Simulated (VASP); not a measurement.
# CoO (P3m1) in VASP: settings compared

The runs below take CoO through single point, relaxation of cell and atoms, with PBE, LDA.

All numbers are computed with VASP 6.6.1; they aren't measurements. Logs are shortened: lines on timing, memory, paths and dates and some standing lists are left out, and cuts for length are marked.

## (1) The crystal as given

It takes space group P6_3mc (No. 186, hexagonal). Conventional cell: a = 3.198 Å, b = 3.198 Å, c = 5.229 Å, α = 90.00°, β = 90.00°, γ = 120.00°. Co (site symmetry 3m) is surrounded by 4 O at 1.93 to 1.97 Å. Around O (site symmetry 3m) lie 4 Co at 1.93 to 1.97 Å.

Measurements of this composition are mostly on another form, of space group No. 225.

## (2) Single point, PBE, collinear spin, ferromagnetic start

Contents of INCAR:

```
PREC = Accurate
ENCUT = 700
EDIFF = 1E-6
ISMEAR = 0
SIGMA = 0.05
LREAL = F
LASPH = T
NELM = 100
ALGO = Normal
ISIF = 2
LWAVE = F
LCHARG = F
ISPIN = 2
MAGMOM = 2 2 0 0
LORBIT = 11
LMAXMIX = 4
GGA = PE
NBANDS = 27
ADDGRID = F
```

Contents of KPOINTS:

```
Automatic mesh
0
Gamma
  10 10 6
```

Contents of POSCAR:

```
CoO
1.0
    3.1976457435      0.0000000000      0.0000000000
   -1.5988228718      2.7692424462      0.0000000000
    0.0000000000      0.0000000000      5.2287097100
Co O
2 2
Direct
    0.3333333333      0.6666666667      0.5033624100
    0.0000000000      0.0000000000      0.0034741400
    0.3333333333      0.6666666667      0.8715556000
    0.0000000000      0.0000000000      0.3716088500
```

Potentials or basis: VASP PAW PBE potentials, release 64 (Co, O).

Run with:

```bash
$ cat potpaw_PBE.64/Co/POTCAR potpaw_PBE.64/O/POTCAR > POTCAR
$ mpirun -np 1 vasp_std > vasp.out
```

OUTCAR:

```text
PREC = Accurate
   ENCUT = 700
   EDIFF = 1E-6
   ISMEAR = 0
   LREAL = F
   LASPH = T
   NELM = 100
   ISIF = 2
   ISPIN = 2
   LORBIT = 11
   GGA = PE

 Found     72 irreducible k-points:

 Following reciprocal coordinates:
            Coordinates               Weight
  0.000000  0.000000  0.000000      1.000000
  0.100000  0.000000  0.000000      6.000000
  0.200000  0.000000  0.000000      6.000000
  0.300000  0.000000  0.000000      6.000000
  0.400000  0.000000  0.000000      6.000000
  0.500000  0.000000  0.000000      3.000000
   k-points           NKPTS =     72   k-points in BZ     NKDIM =     72   number of bands    NBANDS=     27
   number of dos      NEDOS =    301   number of ions     NIONS =      4
   total plane-waves  NPLWV =  37632
   dimension x,y,z NGX =    28 NGY =   28 NGZ =   48
   dimension x,y,z NGXF=    56 NGYF=   56 NGZF=   96
   ions per type =               2   2
   NGX,Y,Z   is equivalent  to a cutoff of  14.56, 14.56, 15.26 a.u.
   NGXF,Y,Z  is equivalent  to a cutoff of  29.11, 29.11, 30.52 a.u.
 SYSTEM =  unknown system
   PREC   = accura    normal or accurate (medium, high low for compatibility)
   ISTART =      0    job   : 0-new  1-cont  2-samecut
   ICHARG =      2    charge: 1-file 2-atom 10-const
   ISPIN  =      2    spin polarized calculation?
   LNONCOLLINEAR =      F non collinear calculations
   LSORBIT =      F    spin-orbit coupling
   LASPH  =      T    aspherical Exc in radial PAW
   ENCUT  =  700.0 eV  51.45 Ry    7.17 a.u.   6.90  6.90 11.28*2*pi/ulx,y,z
   NELM   =    100;   NELMIN=  2; NELMDL= -5     # of ELM steps
   EDIFF  = 0.1E-05   stopping-criterion for ELM
   LREAL  =      F    real-space projection
   EDIFFG = 0.1E-04   stopping-criterion for IOM
   NSW    =      0    number of steps for IOM
   IBRION =     -1    ionic relax: 0-MD 1-quasi-New 2-CG
   NFREE  =      0    steps in history (QN), initial steepest desc. (CG)
   ISIF   =      2    stress and relaxation
   ISYM   =      2    0-nonsym 1-usesym 2-fastsym
   POTIM  = 0.5000    time-step for ionic-motion
   TEBEG  =    0.0;   TEEND  =   0.0 temperature during run
   PSTRESS=    0.0 pullay stress
   NELECT =      30.0000    total number of electrons
   NUPDOWN=      -1.0000    fix difference up-down
   EMIN   =  10.00;   EMAX   =-10.00  energy-range for DOS
   EFERMI =   0.00;   METHOD = LEGACY
   ISMEAR =     0;   SIGMA  =   0.05  broadening in eV -4-tet -1-fermi 0-gaus
   EFERMI_NEDOS =   21; number of points for ismear=-14 and -15
   IALGO  =     38    algorithm
   IMIX   =      4    mixing-type and parameters
     AMIX     =   0.40;   BMIX     =  1.00
     AMIX_MAG =   1.60;   BMIX_MAG =  1.00
  volume/ion in A,a.u.               =      11.58        78.11
  Fermi-wavevector in a.u.,A,eV,Ry     =   1.416620  2.677023 27.304329  2.006812
  Thomas-Fermi vector in A             =   2.537935
   LORBIT       =     11    0 simple, 1 ext, 2 COOP (PROOUT), +10 PAW based schemes
   GGA     = PE    functional components
   LHFCALC =     F    Hartree Fock is set to
   AEXX    =    0.0000 exact exchange contribution
   IVDW    =     0    specifies the selected vdW correction
   LEPSILON=     F    determine dielectric tensor
   LRPA    =     F    only Hartree local field effects (RPA)
 spin polarized calculation
 Gauss-broadening in eV      SIGMA  =   0.05
  energy-cutoff  :      700.00
  volume of cell :       46.30
 maximum number of plane-waves:      1964
   NGX = 13   NGY = 13   NGZ = 23

 number of electron      29.9999999 magnetization       5.9169821

 Free energy of the ion-electron system (eV)
  ---------------------------------------------------
  ext. energy  EPLUGINS =         0.00000000
  ---------------------------------------------------
  free energy    TOTEN  =       -26.62629567 eV

  energy without entropy =      -26.62414348  energy(sigma->0) =      -26.62521958

 E-fermi :   6.0384     XC(G=0): -11.1080

 val. band max:        6.0285114488   @ k =   0.1000   0.1000   0.0000
 cond. band min:       6.0445474370   @ k =   0.3000   0.3000   0.1667
 fundamental gap:      0.0160359882
 Fermi energy:         6.0383709095

 spin component 1

 k-point     1 :       0.0000    0.0000    0.0000
  band No.  band energies     occupation
      1     -13.9619      1.00000
      2     -13.3316      1.00000
      3      -0.9965      1.00000
      4      -0.2196      1.00000
      5      -0.0598      1.00000
      6      -0.0598      1.00000
[... 19 lines left out ...]
     26      20.7725      0.00000
     27      22.1576      0.00000

 k-point     2 :       0.1000    0.0000    0.0000
  band No.  band energies     occupation
      1     -13.9113      1.00000
      2     -13.3095      1.00000
      3      -0.8986      1.00000
      4      -0.2147      1.00000
      5      -0.1580      1.00000
      6      -0.0289      1.00000
[... 19 lines left out ...]
     26      21.0041      0.00000
     27      21.7589      0.00000

 k-point     3 :       0.2000    0.0000    0.0000
  band No.  band energies     occupation
      1     -13.7743      1.00000
      2     -13.2541      1.00000
      3      -0.6779      1.00000
      4      -0.4422      1.00000
      5      -0.0892      1.00000
      6       0.0500      1.00000
[... 19 lines left out ...]
     26      20.8175      0.00000
     27      21.3505      0.00000

 k-point     4 :       0.3000    0.0000    0.0000
  band No.  band energies     occupation
      1     -13.5922      1.00000
      2     -13.1938      1.00000
      3      -0.7841      1.00000
      4      -0.3279      1.00000
      5      -0.1014      1.00000
      6       0.1393      1.00000
[... 19 lines left out ...]
     26      20.1788      0.00000
     27      22.1581      0.00000

 k-point     5 :       0.4000    0.0000    0.0000
  band No.  band energies     occupation
      1     -13.4251      1.00000
      2     -13.1611      1.00000
      3      -0.8566      1.00000
      4      -0.4913      1.00000
      5       0.0689      1.00000
      6       0.2014      1.00000
[... 19 lines left out ...]
     26      20.0058      0.00000
     27      22.5033      0.00000

 k-point     6 :       0.5000    0.0000    0.0000
  band No.  band energies     occupation
      1     -13.3495      1.00000
      2     -13.1594      1.00000
      3      -0.7942      1.00000
      4      -0.6662      1.00000
      5       0.1455      1.00000
      6       0.2222      1.00000
[... 19 lines left out ...]
     26      20.0472      0.00000
     27      22.4909      0.00000

 [... further k-points ...]

 spin component 2

 k-point     1 :       0.0000    0.0000    0.0000
  band No.  band energies     occupation
      1     -13.3968      1.00000
      2     -12.7336      1.00000
      3      -0.4511      1.00000
      4       1.0983      1.00000
      5       1.2489      1.00000
      6       1.2489      1.00000
[... 19 lines left out ...]
     26      21.2913      0.00000
     27      23.2382      0.00000

 k-point     2 :       0.1000    0.0000    0.0000
  band No.  band energies     occupation
      1     -13.3440      1.00000
      2     -12.7102      1.00000
      3      -0.3538      1.00000
      4       1.0252      1.00000
      5       1.1311      1.00000
      6       1.2640      1.00000
[... 19 lines left out ...]
     26      21.6364      0.00000
     27      22.5080      0.00000

 k-point     3 :       0.2000    0.0000    0.0000
  band No.  band energies     occupation
      1     -13.2007      1.00000
      2     -12.6514      1.00000
      3      -0.0950      1.00000
      4       0.5779      1.00000
      5       0.9783      1.00000
      6       1.2182      1.00000
[... 19 lines left out ...]
     26      21.5754      0.00000
     27      21.8745      0.00000

 k-point     4 :       0.3000    0.0000    0.0000
  band No.  band energies     occupation
      1     -13.0092      1.00000
      2     -12.5873      1.00000
      3       0.0642      1.00000
      4       0.3123      1.00000
      5       0.6311      1.00000
      6       1.2920      1.00000
[... 19 lines left out ...]
     26      20.9025      0.00000
     27      22.8380      0.00000

 k-point     5 :       0.4000    0.0000    0.0000
  band No.  band energies     occupation
      1     -12.8324      1.00000
      2     -12.5526      1.00000
      3      -0.1323      1.00000
      4       0.1694      1.00000
      5       0.7016      1.00000
      6       1.3393      1.00000
[... 19 lines left out ...]
     26      20.6988      0.00000
     27      23.3742      0.00000

 k-point     6 :       0.5000    0.0000    0.0000
  band No.  band energies     occupation
      1     -12.7520      1.00000
      2     -12.5511      1.00000
      3      -0.1842      1.00000
      4       0.0251      1.00000
      5       0.8154      1.00000
      6       1.3474      1.00000
[... 19 lines left out ...]
     26      20.7483      0.00000
     27      23.3944      0.00000

 [... further k-points ...]

------------------------ aborting loop because EDIFF is reached ----------------------------------------

  FORCE on cell =-STRESS in cart. coord.  units (eV):
  Direction    XX          YY          ZZ          XY          YZ          ZX
  --------------------------------------------------------------------------------------
  -------------------------------------------------------------------------------------
  Total        0.1624779      0.1624779      1.0949012     -0.0000000     -0.0000000      0.0000000
  in kB        5.6223644      5.6223644     37.8878238     -0.0000000     -0.0000000      0.0000000
  external PRESSURE =      16.3775175 kB  Pullay stress =       0.0000000 kB

 VOLUME and BASIS-vectors are now :
 -----------------------------------------------------------------------------
  energy-cutoff  :      700.00
  volume of cell :       46.30
      direct lattice vectors                 reciprocal lattice vectors
     3.197645743  0.000000000  0.000000000     0.312730077  0.180554794  0.000000000
    -1.598822872  2.769242446  0.000000000     0.000000000  0.361109588  0.000000000
     0.000000000  0.000000000  5.228709710     0.000000000  0.000000000  0.191251773

 POSITION                                       TOTAL-FORCE (eV/Angst)
 -----------------------------------------------------------------------------------
     -0.00000      1.84616      2.63194        -0.000000     -0.000000     -0.304140
      0.00000      0.00000      0.01817        -0.000000      0.000000     -0.311002
     -0.00000      1.84616      4.55711         0.000000     -0.000000      0.308484
      0.00000      0.00000      1.94303        -0.000000      0.000000      0.306658
 -----------------------------------------------------------------------------------
    total drift:                                0.000000     -0.000000     -0.000579

  FREE ENERGIE OF THE ION-ELECTRON SYSTEM (eV)
  ---------------------------------------------------
  free  energy   TOTEN  =       -26.6262956682 eV

  energy  without entropy=      -26.6241434841  energy(sigma->0) =      -26.62521958

 total charge

# of ion       s       p       d       tot
------------------------------------------
    1        0.349   0.435   7.189   7.972
    2        0.348   0.435   7.189   7.972
    3        1.546   3.452   0.000   4.998
    4        1.546   3.452   0.000   4.998
--------------------------------------------------
tot          3.790   7.773  14.378  25.941

 magnetization (x)

# of ion       s       p       d       tot
------------------------------------------
    1        0.016   0.060   2.442   2.518
    2        0.016   0.060   2.442   2.518
    3        0.022   0.296   0.000   0.318
    4        0.022   0.296   0.000   0.318
--------------------------------------------------
tot          0.076   0.713   4.883   5.672
```

Run time: 2.2 min. Hardware: 1 thread of Intel Xeon 6975P-C (Granite Rapids), shared host; peak memory 0.35 GiB.

These settings aren't checked as converged: the numbers below hold their error.

Results:

- Free energy: -26.6263 eV
- Pressure: 1.6 GPa
- Largest force: 0.311 eV/Å
- Band gap on the k mesh: none (metal or under the smearing width)
- Net moment: 5.92 μB per cell
- Site moments: Co +2.52; O +0.32 μB
- Valence electrons inside the program's atomic spheres: Co 7.97; O 5.00

Caveat: semilocal functionals often make such compounds metallic where correlation or magnetic order opens a gap, which also shifts bond lengths.

## (3) Single point, PBE, collinear spin, ferromagnetic start

INCAR is that of step 2.

KPOINTS is that of step 2.

Contents of POSCAR:

```
CoO
1.0
    3.1976457435      0.0000000000      0.0000000000
   -1.5988228718      2.7692424462      0.0000000000
    0.0000000000      0.0000000000      5.2287097100
Co O
2 2
Direct
    0.3365030000      0.6381030000      0.5003980000
    0.0481210000      0.0161470000     -0.0014250000
    0.3062570000      0.6452830000      0.8672390000
    0.0541720000      0.0112240000      0.3867870000
```

Potentials or basis: VASP PAW PBE potentials, release 64 (Co, O).

Run with:

```bash
$ cat potpaw_PBE.64/Co/POTCAR potpaw_PBE.64/O/POTCAR > POTCAR
$ mpirun -np 1 vasp_std > vasp.out
```

It took 8.6 min on 1 thread of Intel Xeon 6975P-C (Granite Rapids), shared host; peak memory 0.84 GiB.

These settings aren't checked as converged: the numbers below hold their error.

What came out:

* Free energy: -26.4274 eV
* Pressure: 2.5 GPa
* Largest force: 1.308 eV/Å
* Band gap on the k mesh: none (metal or under the smearing width)
* Net moment: 5.69 μB per cell
* Site moments: Co +2.44, +2.43; O +0.31, +0.30 μB
* Valence electrons inside the program's atomic spheres: Co 8.05, 7.97; O 5.00

Caveat: semilocal functionals often make such compounds metallic where correlation or magnetic order opens a gap, which also shifts bond lengths.

## (4) Single point, PBE, collinear spin, ferromagnetic start

Edit INCAR of step 3 so:

```diff
@@ -1,3 +1,3 @@
 PREC = Accurate
-ENCUT = 700
+ENCUT = 550
 EDIFF = 1E-6
```

Contents of KPOINTS:

```
Automatic mesh
0
Gamma
  12 12 7
```

Contents of POSCAR:

```
CoO
1.0
    3.1976457435      0.0000000000      0.0000000000
   -1.5988228718      2.7692424462      0.0000000000
    0.0000000000      0.0000000000      5.2287097100
Co O
2 2
Direct
    0.3333333333      0.6666666667      0.5033624100
    0.0000000000      0.0000000000      0.0034741400
    0.3333333333      0.6666666667      0.8715556000
    0.0000000000      0.0000000000      0.3716088500
```

Run with:

```bash
$ cat potpaw_PBE.64/Co/POTCAR potpaw_PBE.64/O/POTCAR > POTCAR
$ mpirun -np 1 vasp_std > vasp.out
```

Wall time 1.8 min (1 thread of Intel Xeon 6975P-C (Granite Rapids), shared host); peak memory 0.33 GiB.

The run converged, but some of its settings lie outside the range that counts as converged, so its numbers aren't taken as properties of the crystal.

Results:

```
Free energy                                           : -26.6176 eV
Pressure                                              : 1.8 GPa
Largest force                                         : 0.310 eV/Å
Band gap on the k mesh                                : none (metal or under the smearing width)
Net moment                                            : 5.92 μB per cell
Site moments                                          : Co +2.52; O +0.32 μB
Valence electrons inside the program's atomic spheres : Co 7.97; O 5.00
```

Caveat: semilocal functionals often make such compounds metallic where correlation or magnetic order opens a gap, which also shifts bond lengths.

(Part 1 of 2 ends here.)
